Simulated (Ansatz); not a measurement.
Theory: DFT PBE, scalar-relativistic, plane waves, PAW (Ansatz). Settings: cutoff 420 eV, Γ-centred meshes spaced at most about 0.3 Å⁻¹ (2π included), Gaussian smearing. No spin polarisation.

Each guess is relaxed in cell and atoms at zero pressure, on a coarse mesh first where it starts far from rest and then on a converged one. The steps can't lower the symmetry of the start, but it can rise. Energies are static (0 K, no zero-point motion).

Two unrelaxed guesses for NaI:

A.

```cif
data_structure
_symmetry_space_group_name_H-M 'Pmn2_1'
_symmetry_Int_Tables_number 31
_cell_length_a 4.6408
_cell_length_b 6.6509
_cell_length_c 4.3872
_cell_angle_alpha 90.000
_cell_angle_beta 90.000
_cell_angle_gamma 90.000
_cell_volume 135.41
loop_
_atom_site_label
_atom_site_type_symbol
_atom_site_symmetry_multiplicity
_atom_site_Wyckoff_symbol
_atom_site_fract_x
_atom_site_fract_y
_atom_site_fract_z
_atom_site_occupancy
Na1 Na 2 a 0.00000 0.87788 0.90266 1
I1 I 2 a 0.00000 0.22089 0.09734 1
```

B.

```cif
data_structure
_symmetry_space_group_name_H-M 'P6_3/mmc'
_symmetry_Int_Tables_number 194
_cell_length_a 3.9993
_cell_length_b 3.9993
_cell_length_c 13.1783
_cell_angle_alpha 90.000
_cell_angle_beta 90.000
_cell_angle_gamma 120.000
_cell_volume 182.54
loop_
_atom_site_label
_atom_site_type_symbol
_atom_site_symmetry_multiplicity
_atom_site_Wyckoff_symbol
_atom_site_fract_x
_atom_site_fract_y
_atom_site_fract_z
_atom_site_occupancy
Na1 Na 4 f 0.66667 0.33333 0.12500 1
I1 I 2 a 0.00000 0.00000 0.00000 1
I2 I 2 c 0.33333 0.66667 0.25000 1
```

Question: Do they relax into the same structure? If not, which is lower?

Answer: No. A ends lower, by 6 meV/atom. A: Pmn2_1 at 33.9 Å³/atom → Fm-3m (rock salt type) at 34.8 Å³/atom; B: P6_3/mmc at 22.8 Å³/atom → P6_3/mmc at 34.8 Å³/atom. Counting I atoms around Na (those within 1.25 times the shortest such distance or 1.15 times the sum of covalent radii, 1.27 where that leaves under three), the end of A and the end of B both have Na 6. End of A. Conventional cell: a = 6.528 Å. Around Na lie 6 I at 3.26 Å; around I lie 6 Na at 3.26 Å. End of B. Conventional cell: a = 4.586 Å, c = 15.290 Å. Na is surrounded by 6 I at 3.25–3.28 Å and 1 Na at 3.87 Å; around I on a site of symmetry -3m lie 6 Na at 3.25 Å; around I on a site of symmetry -6m2 lie 6 Na at 3.28 Å.

Shaken at random and relaxed again, the end of A came back. Shaken at random and relaxed again, the end of B came back. Spin–orbit coupling, which can matter for I, is left out.
